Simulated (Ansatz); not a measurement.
## Cold compression of Sc (bcc type)

```yaml
crystal:
  lattice:
    - [-1.83939, 1.83939, 1.83939]
    - [1.83939, -1.83939, 1.83939]
    - [1.83939, 1.83939, -1.83939]
  atoms:
    - { symbol: Sc, position: [0.00000, 0.00000, 0.00000] }
```

The cell comes from a relaxation on PAW files under the same functional, begun from a prototype that needn't be the stable phase.

Its volume is scaled at fixed shape and fractional positions.

Computed with Ansatz 0.2.0; functional PBE, scalar-relativistic. Settings: a Γ-centred 16×16×16 k mesh, Fermi–Dirac smearing of 0.05 eV, no spin polarisation. Methods: LAPW: all electrons, basis error target 1 meV/atom; PAW: frozen-core files, cutoff 420 eV; crystal datasets: all electrons, by PAW datasets that the program makes for each cell; norm-conserving: pseudopotentials, cutoff 1061 eV; PAW (partial waves polarizable): frozen-core files, cutoff 420 eV.

Energies are extrapolated to zero smearing and count from the unscaled cell; pressure is positive in compression; gaps take the mesh and a band path. No temperature or zero-point motion is included.

| V/V0 | V (Å³/atom) | P LAPW (GPa) | ΔE LAPW (eV/atom) | P PAW − LAPW (GPa) | ΔE PAW − LAPW (meV/atom) |
| --- | --- | --- | --- | --- | --- |
| 1.00 | 24.89 | -0.04 | 0.000 | 0.00 | 0.0 |
| 0.90 | 22.40 | 6.56 | 0.046 | 0.00 | 0.0 |
| 0.80 | 19.91 | 16.58 | 0.220 | 0.01 | 0.0 |
| 0.70 | 17.43 | 32.1 | 0.588 | 0.02 | 0.2 |
| 0.60 | 14.94 | 56.5 | 1.260 | 0.04 | 0.6 |
| 0.50 | 12.45 | ? | ? | ? | ? |
| 0.40 | 9.96 | 165.5 | 4.409 | 0.10 | 2.9 |

Task: Fit the Vinet equation to the LAPW pressures shown (residuals weighted by 1/(|P| + 0.03·Pmax)), and predict the pressure of the withheld row.

Result: The fit gives V0 = 24.87 Å³/atom, B0 = 54.8 GPa and B0′ = 2.87. At 12.45 Å³/atom, x = (V/V0)^(1/3) = 0.7939, and P = 3·B0·(1 − x)/x²·exp[1.5·(B0′ − 1)·(1 − x)] = 95.8 GPa. The run itself gave 96.2 GPa (-0.4 % off) and ΔE = 2.417 eV/atom.

Task: At the smallest volume, how far do crystal datasets and norm-conserving and PAW (partial waves polarizable) lie from LAPW in pressure?

Result: crystal datasets: 0.00 GPa; norm-conserving: -0.90 GPa; PAW (partial waves polarizable): +0.10 GPa, on a LAPW pressure of 165.5 GPa.

Task: How do the Löwdin populations by LAPW change from the unscaled cell to the last row?

Result: Sc 3s 1.97 → 1.86, Sc 4s 0.96 → 0.42, Sc 3p 5.99 → 5.84, Sc 3d 1.94 → 2.86 electrons an atom. These are projections on the shells that the free atoms fill; 0.15 e a cell lies outside them at the start and 0.03 e at the end.
